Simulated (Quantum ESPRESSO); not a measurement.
# NbP (I4_1md) in Quantum ESPRESSO: further runs, part 2 of 2

Quantum ESPRESSO 7.5.

## (3) Single point, PBEsol+U

File pw.in:

```
&CONTROL
  calculation = 'scf'
  prefix = 'pwscf'
  outdir = './tmp'
  pseudo_dir = './pseudo'
  tprnfor = .true.
  tstress = .true.
  disk_io = 'nowf'
/
&SYSTEM
  ibrav = 0
  A = 6.20963587
  nat = 4
  ntyp = 2
  ecutwfc = 45
  ecutrho = 360
  nbnd = 29
  occupations = 'smearing'
  smearing = 'fd'
  degauss = 0.00367493
/
&ELECTRONS
  conv_thr = 8d-10
  electron_maxstep = 120
  mixing_beta = 0.3
/
ATOMIC_SPECIES
Nb    92.9064 nb_pbesol_v1.uspp.F.UPF
P     30.9738 p_pbesol_v1.5.uspp.F.UPF
CELL_PARAMETERS alat
  -0.2697297055    0.2697297055    0.9243872420
   0.2697297055   -0.2697297055    0.9243872420
   0.2697297055    0.2697297055   -0.9243872420
ATOMIC_POSITIONS alat
Nb     0.2697297055    0.0000000000    0.4619732471
Nb     0.0000000000    0.0000000000    0.9241668681
P      0.0000000000    0.2697297055    0.6151755868
P      0.0000000000    0.0000000000    0.1529819658
K_POINTS automatic
11 11 11 0 0 0
HUBBARD {ortho-atomic}
U Nb-4d 2.0
```

Potentials or basis: GBRV 1.5 PBEsol.

The run is started by

```bash
OMP_NUM_THREADS=1 mpirun -n 2 pw.x -nk 2 -in pw.in > pw.out
```

pw.out:

```text
This program is part of the open-source Quantum ESPRESSO suite
     for quantum simulation of materials; please cite
         "P. Giannozzi et al., J. Phys.:Condens. Matter 21 395502 (2009);
         "P. Giannozzi et al., J. Phys.:Condens. Matter 29 465901 (2017);
         "P. Giannozzi et al., J. Chem. Phys. 152 154105 (2020);
     in publications or presentations arising from this work. More details at

     Message from routine setup:
     using ibrav=0 with symmetry is DISCOURAGED, use correct ibrav instead

     K-points division:     npool     =       2
     Subspace diagonalization in iterative solution of the eigenvalue problem:
     a serial algorithm will be used

     G-vector sticks info
     --------------------
     sticks:   dense  smooth     PW     G-vecs:    dense   smooth      PW
     Sum        2783    1389    457                50121    17787    3339

     Using Slab Decomposition

     bravais-lattice index     =            0
     lattice parameter (alat)  =      11.7345  a.u.
     unit-cell volume          =     434.6768 (a.u.)^3
     number of atoms/cell      =            4
     number of atomic types    =            2
     number of electrons       =        36.00
     number of Kohn-Sham states=           29
     kinetic-energy cutoff     =      45.0000  Ry
     charge density cutoff     =     360.0000  Ry
     scf convergence threshold =      8.0E-10
     mixing beta               =       0.3000
     number of iterations used =            8  plain     mixing
     Exchange-correlation= SLA  PW   PSX  PSC
                           (   1   4  10   8   0   0   0)
     Hubbard projectors: ortho-atomic
     Hubbard parameters of DFT+U (Dudarev formulation) in eV:
     U(Nb-4d) =  2.0000

     Internal variables: lda_plus_u =T, lda_plus_u_kind = 0

     Internal variables: orbital_resolved =F, hub_pot_fix =F, apply_U = F

     celldm(1)=  11.734511  celldm(2)=   0.000000  celldm(3)=   0.000000
     celldm(4)=   0.000000  celldm(5)=   0.000000  celldm(6)=   0.000000

     crystal axes: (cart. coord. in units of alat)
               a(1) = (  -0.269730   0.269730   0.924387 )
               a(2) = (   0.269730  -0.269730   0.924387 )
               a(3) = (   0.269730   0.269730  -0.924387 )

     reciprocal axes: (cart. coord. in units 2 pi/alat)
               b(1) = (  0.000000  1.853708  0.540899 )
               b(2) = (  1.853708  0.000000  0.540899 )
               b(3) = (  1.853708  1.853708  0.000000 )

     PseudoPot. # 1 for Nb read from file:
     nb_pbesol_v1.uspp.F.UPF
     Pseudo is Ultrasoft + core correction, Zval = 13.0
     Generated by new atomic code, or converted to UPF format
     Using radial grid of  887 points,  6 beta functions with:
                l(1) =   0
                l(2) =   0
                l(3) =   1
                l(4) =   1
                l(5) =   2
                l(6) =   2
     Q(r) pseudized with  6 coefficients,  rinner =    1.000   1.000   1.000
                                                       1.000   1.000

     PseudoPot. # 2 for P  read from file:
     p_pbesol_v1.5.uspp.F.UPF
     Pseudo is Ultrasoft + core correction, Zval =  5.0
     Generated by new atomic code, or converted to UPF format
     Using radial grid of  903 points,  6 beta functions with:
                l(1) =   0
                l(2) =   0
                l(3) =   1
                l(4) =   1
                l(5) =   2
                l(6) =   2
     Q(r) pseudized with  8 coefficients,  rinner =    1.300   1.300   1.300
                                                       1.300   1.300

     atomic species   valence    mass     pseudopotential
     Nb               13.00    92.90640     Nb( 1.00)
     P                 5.00    30.97380     P ( 1.00)

      8 Sym. Ops. (no inversion) found ( 4 have fractional translation)

   Cartesian axes

     site n.     atom                  positions (alat units)
         1        Nb     tau(   1) = (   0.2697297   0.0000000   0.4619732  )
         2        Nb     tau(   2) = (   0.0000000   0.0000000   0.9241669  )
         3        P      tau(   3) = (   0.0000000   0.2697297   0.6151756  )
         4        P      tau(   4) = (   0.0000000   0.0000000   0.1529820  )

     number of k points=   126  Fermi-Dirac smearing, width (Ry)=  0.0037

     Number of k-points >= 100: set verbosity='high' to print them.

     Dense  grid:    50121 G-vectors     FFT dimensions: (  72,  72,  72)

     Smooth grid:    17787 G-vectors     FFT dimensions: (  60,  60,  54)

     Initial potential from superposition of free atoms

     starting charge      35.9947, renormalised to      36.0000

     STARTING HUBBARD OCCUPATIONS:

     =================== HUBBARD OCCUPATIONS ===================
     ------------------------ ATOM    1 ------------------------
     Tr[ns(  1)] =   4.00000
     eigenvalues:
       0.400  0.400  0.400  0.400  0.400
     eigenvectors (columns):
       1.000  0.000  0.000  0.000  0.000
       0.000  1.000  0.000  0.000  0.000
       0.000  0.000  1.000  0.000  0.000
       0.000  0.000  0.000  1.000  0.000
       0.000  0.000  0.000  0.000  1.000
     occupation matrix ns (before diag.):
       0.400  0.000  0.000  0.000  0.000
       0.000  0.400  0.000  0.000  0.000
       0.000  0.000  0.400  0.000  0.000
       0.000  0.000  0.000  0.400  0.000
       0.000  0.000  0.000  0.000  0.400
     ------------------------ ATOM    2 ------------------------
     Tr[ns(  2)] =   4.00000
     eigenvalues:
       0.400  0.400  0.400  0.400  0.400
     eigenvectors (columns):
       1.000  0.000  0.000  0.000  0.000
       0.000  1.000  0.000  0.000  0.000
       0.000  0.000  1.000  0.000  0.000
       0.000  0.000  0.000  1.000  0.000
       0.000  0.000  0.000  0.000  1.000
     occupation matrix ns (before diag.):
       0.400  0.000  0.000  0.000  0.000
       0.000  0.400  0.000  0.000  0.000
       0.000  0.000  0.400  0.000  0.000
       0.000  0.000  0.000  0.400  0.000
       0.000  0.000  0.000  0.000  0.400

     Number of occupied Hubbard levels =    8.0000

     Atomic wfc used for Hubbard projectors are orthogonalized

     Starting wfcs are   34 randomized atomic wfcs

     Self-consistent Calculation

     iteration #  1     ecut=    45.00 Ry     beta= 0.30
     Davidson diagonalization with overlap
     ethr =  1.00E-02,  avg # of iterations =  5.3

     =================== HUBBARD OCCUPATIONS ===================
     ------------------------ ATOM    1 ------------------------
     Tr[ns(  1)] =   3.65826
     eigenvalues:
       0.330  0.336  0.376  0.380  0.407
     eigenvectors (columns):
      -0.000 -0.000  0.274  0.000  0.962
      -1.000  0.000  0.000 -0.000 -0.000
      -0.000 -0.000 -0.000  1.000 -0.000
       0.000  0.000  0.962  0.000 -0.274
       0.000  1.000 -0.000  0.000  0.000
     occupation matrix ns (before diag.):
       0.404 -0.000 -0.000 -0.008  0.000
      -0.000  0.330 -0.000  0.000  0.000
      -0.000 -0.000  0.380  0.000  0.000
      -0.008  0.000  0.000  0.378 -0.000
       0.000  0.000  0.000 -0.000  0.336
     ------------------------ ATOM    2 ------------------------
     Tr[ns(  2)] =   3.65826
     eigenvalues:
       0.330  0.336  0.376  0.380  0.407
     eigenvectors (columns):
      -0.000 -0.000 -0.274  0.000  0.962
      -0.000 -0.000 -0.000 -1.000 -0.000
      -1.000  0.000  0.000  0.000 -0.000
[... 74 lines left out ...]
     total energy              =    -266.77312303 Ry
     estimated scf accuracy    <          8.1E-09 Ry

     iteration # 11     ecut=    45.00 Ry     beta= 0.30
     Davidson diagonalization with overlap
     ethr =  2.26E-11,  avg # of iterations =  2.0

     total energy              =    -266.77312303 Ry
     estimated scf accuracy    <          4.8E-09 Ry

     iteration # 12     ecut=    45.00 Ry     beta= 0.30
     Davidson diagonalization with overlap
     ethr =  1.34E-11,  avg # of iterations =  2.0

     End of self-consistent calculation

     =================== HUBBARD OCCUPATIONS ===================
     ------------------------ ATOM    1 ------------------------
     Tr[ns(  1)] =   4.28883
     eigenvalues:
       0.409  0.422  0.426  0.434  0.454
     eigenvectors (columns):
       0.000 -0.032  0.000 -0.000 -0.999
       1.000 -0.000 -0.000  0.000  0.000
       0.000  0.000  0.000 -1.000  0.000
      -0.000 -0.999  0.000 -0.000  0.032
      -0.000 -0.000 -1.000 -0.000 -0.000
     occupation matrix ns (before diag.):
       0.454 -0.000 -0.000 -0.001  0.000
      -0.000  0.409 -0.000  0.000  0.000
      -0.000 -0.000  0.434  0.000  0.000
      -0.001  0.000  0.000  0.422 -0.000
       0.000  0.000  0.000 -0.000  0.426
     ------------------------ ATOM    2 ------------------------
     Tr[ns(  2)] =   4.28883
     eigenvalues:
       0.409  0.422  0.426  0.434  0.454
     eigenvectors (columns):
      -0.000  0.032 -0.000  0.000  0.999
      -0.000  0.000 -0.000  1.000 -0.000
      -1.000 -0.000  0.000 -0.000 -0.000
       0.000 -0.999 -0.000  0.000  0.032
       0.000 -0.000  1.000  0.000  0.000
     occupation matrix ns (before diag.):
       0.454 -0.000 -0.000  0.001  0.000
      -0.000  0.434 -0.000  0.000  0.000
      -0.000 -0.000  0.409  0.000  0.000
       0.001  0.000  0.000  0.422 -0.000
       0.000  0.000  0.000 -0.000  0.426

     Number of occupied Hubbard levels =    8.5777

     Number of k-points >= 100: set verbosity='high' to print the bands.

     the Fermi energy is    14.9079 ev

!    total energy              =    -266.77312303 Ry
     estimated scf accuracy    <          5.6E-11 Ry
     smearing contrib. (-TS)   =      -0.00039029 Ry
     internal energy E=F+TS    =    -266.77273274 Ry

     The total energy is F=E-TS. E is the sum of the following terms:
     one-electron contribution =     -42.39921843 Ry
     hartree contribution      =      39.19483474 Ry
     xc contribution           =     -48.58780880 Ry
     ewald contribution        =    -215.34026747 Ry
     Hubbard energy            =       0.35972722 Ry

     convergence has been achieved in  12 iterations

     Forces acting on atoms (cartesian axes, Ry/au):

     atom    1 type  1   force =     0.00000000   -0.00000000    0.00069055
     atom    2 type  1   force =    -0.00000000   -0.00000000    0.00069055
     atom    3 type  2   force =    -0.00000000   -0.00000000   -0.00069055
     atom    4 type  2   force =    -0.00000000   -0.00000000   -0.00069055

     Total force =     0.001381     Total SCF correction =     0.000001

     Computing stress (Cartesian axis) and pressure

          total   stress  (Ry/bohr**3)                   (kbar)     P=      -58.77
  -0.00039672  -0.00000000  -0.00000000          -58.36       -0.00       -0.00
  -0.00000000  -0.00039672  -0.00000000           -0.00      -58.36       -0.00
  -0.00000000  -0.00000000  -0.00040517           -0.00       -0.00      -59.60

=------------------------------------------------------------------------------=
   JOB DONE.
=------------------------------------------------------------------------------=
```

It took 3.6 min on 2 MPI ranks of Arm Neoverse V2, shared host; peak memory 0.48 GiB.

What came out:

| Quantity | Value |
| --- | --- |
| Free energy | -3629.6332 eV |
| Pressure | -5.9 GPa |
| Largest force | 0.018 eV/Å |
| Band gap on the k mesh | none (metal or under the smearing width) |

Forces on the atoms (eV/Å):
```
Nb   0.000  0.000  0.018
Nb   0.000  0.000  0.018
P    0.000  0.000 -0.018
P    0.000  0.000 -0.018
```

Levels at points of the mesh, in eV from the Fermi level:
```tsv
k point	band 14	band 15	band 16	band 17	band 18	band 19	band 20	band 21	band 22	band 23
(0.00, 0.00, 0.00)	-2.23	-2.13	-1.74	-1.37	-1.37	0.84	1.60	2.58	3.12	3.12
```

Eigenvalues of the final occupation matrices:
| site | spin | trace | eigenvalues |
| --- | --- | --- | --- |
| Nb 1 4d | each | 2.14 | 0.41 0.42 0.43 0.43 0.45 |
| Nb 2 4d | each | 2.14 | 0.41 0.42 0.43 0.43 0.45 |

Caveat: U without spin polarisation on a metal has little footing; the U is typed as a test and isn't derived for this compound.

## (4) Single point, PBEsol+U

pw.in: that of step 3 with these lines changed.

```diff
@@ -41,2 +41,2 @@
 HUBBARD {ortho-atomic}
-U Nb-4d 2.0
+U Nb-4d 3.0
```

The run is started by

```bash
OMP_NUM_THREADS=1 mpirun -n 2 pw.x -nk 2 -in pw.in > pw.out
```

Run time: 3.7 min. Hardware: 2 MPI ranks of Arm Neoverse V2, shared host; peak memory 0.48 GiB.

The run converged. Its results:

- Free energy: -3627.1876 eV
- Pressure: -5.4 GPa
- Largest force: 0.018 eV/Å
- Band gap on the k mesh: none (metal or under the smearing width)

Forces on the atoms (eV/Å):
```
Nb   0.000  0.000  0.018
Nb   0.000  0.000  0.018
P    0.000  0.000 -0.018
P    0.000  0.000 -0.018
```

Levels at points of the mesh, in eV from the Fermi level:
```tsv
k point	band 16	band 17	band 18	band 19	band 20	band 21
(0.00, 0.00, 0.00)	-1.76	-1.39	-1.39	0.84	1.60	2.53
```

Eigenvalues of the final occupation matrices:
```tsv
site	spin	trace	eigenvalues
Nb 1 4d	each	2.14	0.40 0.42 0.42 0.43 0.46
Nb 2 4d	each	2.14	0.40 0.42 0.42 0.43 0.46
```

Caveat: U without spin polarisation on a metal has little footing; the U is typed as a test and isn't derived for this compound.

## (5) The runs side by side

```tsv
U	gap on the mesh (eV)	pressure (GPa)	largest force (eV/Å)
Nb d U = 1 eV	none	-6.3	0.02
Nb d U = 2 eV	none	-5.9	0.02
Nb d U = 3 eV	none	-5.4	0.02
```

Alike in all rows: task single point; level PBEsol+U; potentials or basis GBRV 1.5 PBEsol; no spin polarisation; cell as given; k mesh 11 × 11 × 11; cutoff (eV) 612; smearing fermi-dirac 0.05 eV.

Every run on the cell as given and a fine mesh finds a metal.

Caveats: U without spin polarisation on a metal has little footing; the U is typed as a test and isn't derived for this compound.

Absolute energies hang on the potentials; compare differences alone.
